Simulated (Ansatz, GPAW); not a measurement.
Given: the input of a run of Ansatz 0.2.0 on TiH2. 

The input input.yaml:

```yaml
crystal:
  lattice:
    - [-1.5965, 1.5965, 2.1335]
    - [1.5965, -1.5965, 2.1335]
    - [1.5965, 1.5965, -2.1335]
  atoms:
    - { symbol: Ti, position: [0.0, 0.0, 0.0] }
    - { symbol: H, position: [0.25, 0.75, 0.5] }
    - { symbol: H, position: [0.75, 0.25, 0.5] }
hamiltonian:
  xc: lda
  pseudopotentials: { kind: paw }
kpoints:
  mp_grid: { grid: [12, 12, 12] }
scf:
  occupations: { method: gaussian, width: 0.05 }
output:
  forces: true
  stress: true
  eigenvalues: true
```

Potentials or basis: Ansatz PAW.

Launch:

```sh
$ ansatz run input.yaml --threads 1 --pin off --max-ram 3584MiB --backend cpu --events-out ev --progress --plain --runs-dir out
```

Translate it to GPAW 26.7.0 (ASE script). Potentials or basis there: the program's PAW data sets (release 1.2.1) made for this functional, cutoff 600 eV.

As run (cutoffs and basis follow the program's own potentials, and thresholds, step limits or extra output files can differ):

The input run.py:

```python
from ase.dft.bandgap import bandgap
from ase.io import read, write
from ase.units import GPa
from gpaw import GPAW, PW

atoms = read('POSCAR')

calc = GPAW(mode=PW(600),
            xc='LDA',
            kpts={'size': (12, 12, 12), 'gamma': True},
            occupations={'name': 'methfessel-paxton', 'order': 0, 'width': 0.05},
            nbands=18,
            convergence={'density': 1e-05, 'energy': 1e-05},
            maxiter=150,
            txt='gpaw.txt')
atoms.calc = calc
energy = atoms.get_potential_energy()
forces = atoms.get_forces()
stress = atoms.get_stress()
calc.write('gs.gpw')
write('result.traj', atoms)
print(f'Energy: {energy:.6f} eV')
print('Forces (eV/A):')
print(forces.round(4))
print('Stress (GPa):', (stress / GPa).round(3))
print('Fermi level:', round(calc.get_fermi_level(), 4), 'eV')
print(f'Gap: {bandgap(calc)[0]:.4f} eV, direct: {bandgap(calc, direct=True)[0]:.4f} eV')
```

File POSCAR:

```
TiH2
1.0
   -1.5965000000      1.5965000000      2.1335000000
    1.5965000000     -1.5965000000      2.1335000000
    1.5965000000      1.5965000000     -2.1335000000
Ti H
1 2
Direct
    0.0000000000      0.0000000000      0.0000000000
    0.2500000000      0.7500000000      0.5000000000
    0.7500000000      0.2500000000      0.5000000000
```

Potentials or basis: the program's PAW data sets (release 1.2.1) made for this functional, pw.

Command:

```console
$ OMP_NUM_THREADS=1 python run.py
```

Both were run:

|  | Ansatz | GPAW |
| --- | --- | --- |
| Pressure | -9.0 GPa | -9.2 GPa |

Ansatz's pressure holds a Pulay term of +0.19 GPa for its cutoff of 420 eV, which the other run lacks.

Ansatz's potentials were made for PBE.

Where Ansatz's input types no cutoff or centring, it takes its own default and a Γ-centred mesh.

The two programs' LDA may be different fits to the electron gas.

Pressure is positive in compression.
